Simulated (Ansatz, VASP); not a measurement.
**One calculation of AlRu, two programs**

```xyz
2
Lattice="3.0503 0.0000 0.0000 0.0000 3.0503 0.0000 0.0000 0.0000 3.0503" Properties=species:S:1:pos:R:3 pbc="T T T"
Ru    1.5251    1.5251    1.5251
Al    0.0000    0.0000    0.0000
```

Change from the starting cell: volume scaled by 1.06.

Alike in both runs: task single point; functional PBEsol; k mesh 9 × 9 × 9; occupations fermi-dirac, width 0.05 eV; no spin polarisation.

|  | VASP | Ansatz |
| --- | --- | --- |
| version | VASP 6.6.1 | Ansatz 0.2.0 |
| potentials or method | VASP PAW PBE potentials, release 64 (Ru_pv, Al) | Ansatz PAW |
| plane-wave cutoff (eV) | 520 | 420 |
| valence electrons in the cell | 17 | 19 |

|  | VASP | Ansatz | Ansatz less VASP |
| --- | --- | --- | --- |
| gap on the k mesh at the Fermi level (eV) | none | none | - |
| pressure (GPa) | -13.8 | -13.8 | -0.01 |

A gap of «none» marks a metal or a gap that the smearing closes. The two sets of potentials don't hold the same shells in valence.

Caveats: the PAW data sets were made with another functional, which shifts forces and pressure a little (VASP); the PAW data sets come from PBE, with cores solved anew for the run's functional, which leaves a small shift of forces and pressure (Ansatz).
